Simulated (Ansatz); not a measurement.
Space group P3_121 (No. 152). a = 4.319 Å, b = 4.319 Å, c = 5.951 Å, α = 90.00°, β = 90.00°, γ = 120.00°
```
atom site symmetry x y z
  Te    3a       .2.  0.2842  0.0000  0.3333
```

Equation of state of this Te structure (not necessarily the ground state), with shape and atoms relaxed at each volume where symmetry leaves them free. Theory: DFT PBEsol, scalar-relativistic, plane waves, PAW (Ansatz).

Plane waves to 420 eV, a k mesh through Γ of 12×12×8 on the computed 3-atom cell and Gaussian smearing (0.10 eV); no spin polarisation.

```tsv
V (Å³/atom)	E − E(largest V) (meV/atom)	P (GPa)	gap on mesh (eV)
30.118	3.97	2.53	0.00
31.079	-6.78	1.11	0.00
32.041	-9.92	0.00	0.00
33.002	-7.18	-0.85	0.06
33.963	0.00	-1.48	0.13
```

Problem. Fit a third-order Birch–Murnaghan equation to E(V).

Solution. V0 = 32.03 Å³/atom, B0 = 33 GPa, B0' = 7.9.

Spin-orbit coupling is left out, which matters for the bands of heavy elements.